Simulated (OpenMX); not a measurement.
Runs of OpenMX 3.8.5 on Si. Symmetry: Fd-3m, No. 227, cubic system. The conventional cell has a = 5.444 Å, b = 5.444 Å, c = 5.444 Å, α = 90.00°, β = 90.00°, γ = 90.00°. Si (site symmetry -43m) is surrounded by 4 Si at 2.36 Å. 

```csv
task,potentials or basis,max SCF cycles,"grid points, held for all volumes",gap on the mesh (eV),pressure (GPa),V0 of scaled cells (Å³/atom),B0 (GPa)
band structure,"OpenMX 2013 PBE set, Si7.0-s2p1d1, grid cutoff 300 Ry",100,-,0.93,1.8,-,-
equation of state,"OpenMX 2013 PBE set, Si7.0-s3p3d2, fixed grid of 32 × 32 × 32 points",-,32 × 32 × 32,-,-,(c),91
band structure,"OpenMX 2013 PBE set, Si7.0-s3p3d2, grid cutoff 300 Ry",100,-,(a),(b),-,-
equation of state,"OpenMX 2013 PBE set, Si7.0-s2p1d1, fixed grid of 32 × 32 × 32 points",-,32 × 32 × 32,-,-,20.54,89
```

Alike in all rows: level PBE; no spin polarisation; cell as given; k mesh 9 × 9 × 9; smearing fermi-dirac 0.05 eV.

Fill in the values left out.

(a) 0.64; (b) 1.7; (c) 20.53.

Caveats: the basis of atomic orbitals isn't converged, which shifts pressures, moduli and gaps; volumes in these bases differ from converged ones by about 1 %, for some elements by several (some runs).

A k mesh can miss the band edges.
